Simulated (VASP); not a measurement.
# Ga in VASP: further runs, part 2 of 2

VASP 6.6.1. Earlier steps stand in the parts before.

## 3. Single point, LDA

This run uses another cell than the first one, of 32.35 Å³/atom, 1.377 times its volume.

INCAR

```
SYSTEM = Ga
ALGO = Normal ; DIPOL = 0.5 0.5 0.500
EDIFF = 1E-7 ; ENCUT = 340
IDIPOL = 3 ; ISIF = 2
ISMEAR = 1 ; LASPH = .TRUE.
LCHARG = .FALSE. ; LDIPOL = .TRUE.
LREAL = .FALSE. ; LVACPOTAV = .TRUE.
LVHAR = .TRUE. ; LWAVE = .FALSE.
NBANDS = 53 ; NELM = 120
PREC = Accurate ; SIGMA = 0.1
```

KPOINTS

```
k-points
0
G
  14 14 1
  0 0 0
```

POSCAR

```
Ga
1.0
    2.9851085407      0.0000000000      0.0000000000
    0.3437091101      2.9652549718      0.0000000000
    0.0000000000      0.0000000000     21.9277792079
Ga
6
Direct
    0.5000000000      0.5000000000      0.2736255205
    0.0000000000      0.0000000000      0.3641753123
    0.5000000000      0.5000000000      0.4547251041
    0.0000000000      0.0000000000      0.5452748959
    0.5000000000      0.5000000000      0.6358246877
    0.0000000000      0.0000000000      0.7263744795
```

Potentials or basis: VASP PAW LDA potentials, release 64 (Ga_d).

Command:

```bash
$ cat potpaw_LDA.64/Ga_d/POTCAR > POTCAR
$ mpirun -np 1 vasp_std > vasp.out
```

OUTCAR:

```text
SYSTEM = Ga
   EDIFF = 1E-7
   ENCUT = 340
   ISIF = 2
   ISMEAR = 1
   LASPH = .TRUE.
   LREAL = .FALSE.
   NELM = 120
   PREC = Accurate

 Found     57 irreducible k-points:

 Following reciprocal coordinates:
            Coordinates               Weight
  0.000000  0.000000  0.000000      1.000000
  0.071429 -0.000000  0.000000      4.000000
  0.142857 -0.000000  0.000000      4.000000
  0.214286  0.000000  0.000000      4.000000
  0.285714 -0.000000  0.000000      4.000000
  0.357143 -0.000000  0.000000      4.000000
   k-points           NKPTS =     57   k-points in BZ     NKDIM =     57   number of bands    NBANDS=     53
   number of dos      NEDOS =    301   number of ions     NIONS =      6
   total plane-waves  NPLWV =  45360
   dimension x,y,z NGX =    18 NGY =   18 NGZ =  140
   dimension x,y,z NGXF=    36 NGYF=   36 NGZF=  280
   ions per type =               6
   NGX,Y,Z   is equivalent  to a cutoff of  10.02, 10.02, 10.61 a.u.
   NGXF,Y,Z  is equivalent  to a cutoff of  20.05, 20.05, 21.23 a.u.
 SYSTEM =  Ga
   PREC   = accura    normal or accurate (medium, high low for compatibility)
   ISTART =      0    job   : 0-new  1-cont  2-samecut
   ICHARG =      2    charge: 1-file 2-atom 10-const
   ISPIN  =      1    spin polarized calculation?
   LNONCOLLINEAR =      F non collinear calculations
   LSORBIT =      F    spin-orbit coupling
   LASPH  =      T    aspherical Exc in radial PAW
   ENCUT  =  340.0 eV  24.99 Ry    5.00 a.u.   4.49  4.49 32.97*2*pi/ulx,y,z
   NELM   =    120;   NELMIN=  2; NELMDL= -5     # of ELM steps
   EDIFF  = 0.1E-06   stopping-criterion for ELM
   LREAL  =      F    real-space projection
   EDIFFG = 0.1E-05   stopping-criterion for IOM
   NSW    =      0    number of steps for IOM
   IBRION =     -1    ionic relax: 0-MD 1-quasi-New 2-CG
   NFREE  =      0    steps in history (QN), initial steepest desc. (CG)
   ISIF   =      2    stress and relaxation
   ISYM   =      2    0-nonsym 1-usesym 2-fastsym
   POTIM  = 0.5000    time-step for ionic-motion
   TEBEG  =    0.0;   TEEND  =   0.0 temperature during run
   PSTRESS=    0.0 pullay stress
   NELECT =      78.0000    total number of electrons
   NUPDOWN=      -1.0000    fix difference up-down
   EMIN   =  10.00;   EMAX   =-10.00  energy-range for DOS
   EFERMI =   0.00;   METHOD = LEGACY
[... 16 lines left out ...]
 non-spin polarized calculation
 Methfessel and Paxton  Order N= 1 SIGMA  =   0.10
  energy-cutoff  :      340.00
  volume of cell :      194.10
 maximum number of plane-waves:      2807
 NGX is ok and might be reduce to    18
   NGX =  9   NGY =  9   NGZ = 65

 dipolmoment           0.000000      0.000000     -0.000000 electrons x Angstroem

 number of electron      77.9999915 magnetization

 dipolmoment           0.000000      0.000000      0.000000 electrons x Angstroem

 Free energy of the ion-electron system (eV)
  ---------------------------------------------------
  ext. energy  EPLUGINS =         0.00000000
  ---------------------------------------------------
  free energy    TOTEN  =       -20.54928935 eV

  energy without entropy =      -20.54800652  energy(sigma->0) =      -20.54886174

 E-fermi :   1.1455     XC(G=0):  -7.1988

 val. band max:        1.1430967021   @ k =   0.5000   0.3571   0.0000
 cond. band min:       1.1517444605   @ k =  -0.4286   0.2143   0.0000
 fundamental gap:      0.0086477584
 Fermi energy:         1.1454691185

 k-point     1 :       0.0000    0.0000    0.0000
  band No.  band energies     occupation
      1     -13.9785      2.00000
      2     -13.9347      2.00000
      3     -13.9330      2.00000
      4     -13.8747      2.00000
      5     -13.8715      2.00000
      6     -13.8687      2.00000
[... 313 lines left out ...]
     50       8.5848      0.00000
     51       9.3115      0.00000

 [... further k-points ...]

 [bands above 51 left out]

------------------------ aborting loop because EDIFF is reached ----------------------------------------

  FORCE on cell =-STRESS in cart. coord.  units (eV):
  Direction    XX          YY          ZZ          XY          YZ          ZX
  --------------------------------------------------------------------------------------
  -------------------------------------------------------------------------------------
  Total       -3.1203390     -3.0348425     -1.0079808     -0.3687985      0.0000000      0.0000000
  in kB      -25.7570155    -25.0512802     -8.3204349     -3.0442678      0.0000000      0.0000000
  external PRESSURE =     -19.7095769 kB  Pullay stress =       0.0000000 kB

 VOLUME and BASIS-vectors are now :
 -----------------------------------------------------------------------------
  energy-cutoff  :      340.00
  volume of cell :      194.10
      direct lattice vectors                 reciprocal lattice vectors
     2.985108541  0.000000000  0.000000000     0.334996194 -0.038830133  0.000000000
     0.343709110  2.965254972  0.000000000     0.000000000  0.337239128  0.000000000
     0.000000000  0.000000000 21.927779208     0.000000000  0.000000000  0.045604253

 POSITION                                       TOTAL-FORCE (eV/Angst)
 -----------------------------------------------------------------------------------
      1.66441      1.48263      6.00000         0.000000      0.000000      0.055910
      0.00000      0.00000      7.98556        -0.000000      0.000000      0.084916
      1.66441      1.48263      9.97111         0.000000      0.000000     -0.108699
      0.00000      0.00000     11.95667         0.000000      0.000000      0.108699
      1.66441      1.48263     13.94222         0.000000      0.000000     -0.084916
      0.00000      0.00000     15.92778        -0.000000      0.000000     -0.055910
 -----------------------------------------------------------------------------------
    total drift:                                0.000000      0.000000      0.000000

  FREE ENERGIE OF THE ION-ELECTRON SYSTEM (eV)
  ---------------------------------------------------
  free  energy   TOTEN  =       -20.5492893473 eV

  energy  without entropy=      -20.5480065189  energy(sigma->0) =      -20.54886174

 vacuum level on the upper side and lower side of the slab         5.719         5.719
```

OSZICAR:

```text
N       E                     dE             d eps       ncg     rms          rms(c)
DAV:   1     0.573065019330E+03    0.57307E+03   -0.30966E+04  6550   0.189E+03
DAV:   2     0.676928982932E+02   -0.50537E+03   -0.48469E+03  6234   0.484E+02
DAV:   3    -0.168857120281E+02   -0.84579E+02   -0.82008E+02  7220   0.152E+02
[... 15 lines left out ...]
DAV:  19    -0.205492802071E+02   -0.10175E-04   -0.13079E-05  6588   0.819E-02    0.455E-03
DAV:  20    -0.205492884628E+02   -0.82556E-05   -0.16784E-05  6860   0.388E-02    0.224E-03
DAV:  21    -0.205492891070E+02   -0.64426E-06   -0.52263E-06  6986   0.273E-02    0.157E-03
DAV:  22    -0.205492893304E+02   -0.22335E-06   -0.93879E-07  6471   0.816E-03    0.914E-04
DAV:  23    -0.205492893473E+02   -0.16953E-07   -0.22385E-07  4812   0.740E-03
   1 F= -.20549289E+02 E0= -.20548862E+02  d E =-.128283E-02
```

Wall time 3.5 min (1 thread of Intel Xeon 6975P-C (Granite Rapids), shared host); peak memory 0.3 GiB.

These settings aren't checked as converged: the numbers below hold their error.

Results:

| Property | Result |
| --- | --- |
| Free energy | -20.5493 eV |
| Largest force | 0.109 eV/Å |
| Band gap on the k mesh | none (metal or under the smearing width) |
| Work function of the upper face | 4.57 eV |
| Work function of the lower face | 4.57 eV |

Caveat: the cutoff is under 1.25 times the usual one of these potentials, so pressure, stress and relaxed cells hold a basis-set (Pulay) error.

## 4. Single point, LDA

This run uses another cell than the first one, of 32.35 Å³/atom, 1.377 times its volume.

INCAR, as its differences from that of step 3:

```diff
@@ -2,3 +2,3 @@
 ALGO = Normal ; DIPOL = 0.5 0.5 0.500
-EDIFF = 1E-7 ; ENCUT = 340
+EDIFF = 1E-7 ; ENCUT = 400
 IDIPOL = 3 ; ISIF = 2
```

KPOINTS is that of step 3.

POSCAR is that of step 3.

Command:

```bash
$ cat potpaw_LDA.64/Ga_d/POTCAR > POTCAR
$ mpirun -np 1 vasp_std > vasp.out
```

Wall time 4.3 min (1 thread of Intel Xeon 6975P-C (Granite Rapids), shared host); peak memory 0.36 GiB.

These settings aren't checked as converged: the numbers below hold their error.

Results:

```
Free energy                     : -20.5410 eV
Largest force                   : 0.106 eV/Å
Band gap on the k mesh          : none (metal or under the smearing width)
Work function of the upper face : 4.57 eV
Work function of the lower face : 4.57 eV
```

## 5. Single point, LDA

This run uses another cell than the first one, of 26.45 Å³/atom, 1.126 times its volume.

INCAR, as its differences from that of step 4:

```diff
@@ -2,3 +2,3 @@
 ALGO = Normal ; DIPOL = 0.5 0.5 0.500
-EDIFF = 1E-7 ; ENCUT = 400
+EDIFF = 1E-7 ; ENCUT = 460
 IDIPOL = 3 ; ISIF = 2
```

KPOINTS

```
k-points
0
G
  17 17 1
  0 0 0
```

POSCAR

```
Ga
1.0
    2.9851085407      0.0000000000      0.0000000000
    0.3437091101      2.9652549718      0.0000000000
    0.0000000000      0.0000000000     17.9277792079
Ga
6
Direct
    0.5000000000      0.5000000000      0.2231174287
    0.0000000000      0.0000000000      0.3338704572
    0.5000000000      0.5000000000      0.4446234857
    0.0000000000      0.0000000000      0.5553765143
    0.5000000000      0.5000000000      0.6661295428
    0.0000000000      0.0000000000      0.7768825713
```

Potentials or basis: VASP PAW LDA potentials, release 64 (Ga_d).

Command:

```bash
$ cat potpaw_LDA.64/Ga_d/POTCAR > POTCAR
$ mpirun -np 1 vasp_std > vasp.out
```

OUTCAR:

```text
SYSTEM = Ga
   EDIFF = 1E-7
   ENCUT = 460
   ISIF = 2
   ISMEAR = 1
   LASPH = .TRUE.
   LREAL = .FALSE.
   NELM = 120
   PREC = Accurate

 Found     81 irreducible k-points:

 Following reciprocal coordinates:
            Coordinates               Weight
  0.000000  0.000000  0.000000      1.000000
  0.058824  0.000000  0.000000      4.000000
  0.117647 -0.000000  0.000000      4.000000
  0.176471  0.000000  0.000000      4.000000
  0.235294 -0.000000  0.000000      4.000000
  0.294118  0.000000  0.000000      4.000000
[... 412 lines left out ...]
  -------------------------------------------------------------------------------------
  Total       -3.1204760     -3.0384442     -0.9363783     -0.3538533      0.0000000      0.0000000
  in kB      -31.5052377    -30.6770205     -9.4539490     -3.5726067      0.0000000      0.0000000
  external PRESSURE =     -23.8787357 kB  Pullay stress =       0.0000000 kB

 VOLUME and BASIS-vectors are now :
 -----------------------------------------------------------------------------
  energy-cutoff  :      460.00
  volume of cell :      158.69
      direct lattice vectors                 reciprocal lattice vectors
     2.985108541  0.000000000  0.000000000     0.334996194 -0.038830133  0.000000000
     0.343709110  2.965254972  0.000000000     0.000000000  0.337239128  0.000000000
     0.000000000  0.000000000 17.927779208     0.000000000  0.000000000  0.055779357

 POSITION                                       TOTAL-FORCE (eV/Angst)
 -----------------------------------------------------------------------------------
      1.66441      1.48263      4.00000         0.000000      0.000000      0.068252
      0.00000      0.00000      5.98556         0.000000      0.000000      0.055738
      1.66441      1.48263      7.97111         0.000000      0.000000     -0.124069
      0.00000      0.00000      9.95667        -0.000000      0.000000      0.124069
      1.66441      1.48263     11.94222         0.000000      0.000000     -0.055738
      0.00000      0.00000     13.92778        -0.000000      0.000000     -0.068252
 -----------------------------------------------------------------------------------
    total drift:                                0.000000      0.000000      0.000000

  FREE ENERGIE OF THE ION-ELECTRON SYSTEM (eV)
  ---------------------------------------------------
  free  energy   TOTEN  =       -20.5699815179 eV

  energy  without entropy=      -20.5696649210  energy(sigma->0) =      -20.56987599
```

stdout:

```text
POSCAR found type information on POSCAR Ga
 POSCAR found :  1 types and       6 ions
 scaLAPACK will be used
 LDA part: xc-table for (Slater(with rela. corr.)+CA(PZ))
 , standard interpolation
 POSCAR, INCAR and KPOINTS ok, starting setup
 FFT: planning ... GRIDC
[... 28 lines left out ...]
|                                                                             |
|     Did not find any points to average over, which means that no vacuum     |
|     field-free region was found. Please increase the size of  your cell     |
|     in the dimension of the dipole correction to obtain accurate            |
|     workfunction values.                                                    |
|                                                                             |
 -----------------------------------------------------------------------------
```

It took 5.8 min on 1 thread of Intel Xeon 6975P-C (Granite Rapids), shared host; peak memory 0.47 GiB.

The run converged, but some of its settings lie outside the range that counts as converged, so its numbers aren't taken as properties of the slab.

What came out:

```yaml
Free_energy: -20.5700 eV
Largest_force: 0.124 eV/Å
Band_gap_on_the_k_mesh: none (metal or under the smearing width)
```

## 6. Single point, LDA

This run uses another cell than the first one, of 32.35 Å³/atom, 1.377 times its volume.

INCAR, as its differences from that of step 5:

```diff
@@ -9,2 +9,2 @@
 NBANDS = 53 ; NELM = 120
-PREC = Accurate ; SIGMA = 0.1
+PREC = Accurate ; SIGMA = 0.02
```

KPOINTS

```
k-points
0
G
  14 14 1
  0 0 0
```

POSCAR

```
Ga
1.0
    2.9851085407      0.0000000000      0.0000000000
    0.3437091101      2.9652549718      0.0000000000
    0.0000000000      0.0000000000     21.9277792079
Ga
6
Direct
    0.5000000000      0.5000000000      0.2736255205
    0.0000000000      0.0000000000      0.3641753123
    0.5000000000      0.5000000000      0.4547251041
    0.0000000000      0.0000000000      0.5452748959
    0.5000000000      0.5000000000      0.6358246877
    0.0000000000      0.0000000000      0.7263744795
```

Potentials or basis: VASP PAW LDA potentials, release 64 (Ga_d).

Command:

```bash
$ cat potpaw_LDA.64/Ga_d/POTCAR > POTCAR
$ mpirun -np 1 vasp_std > vasp.out
```

It took 5.7 min on 1 thread of Intel Xeon 6975P-C (Granite Rapids), shared host; peak memory 0.45 GiB.

The run converged, but some of its settings lie outside the range that counts as converged, so its numbers aren't taken as properties of the slab.

What came out:

* Free energy: -20.5432 eV
* Largest force: 0.106 eV/Å
* Band gap on the k mesh: none (metal or under the smearing width)
* Work function of the upper face: 4.60 eV
* Work function of the lower face: 4.60 eV
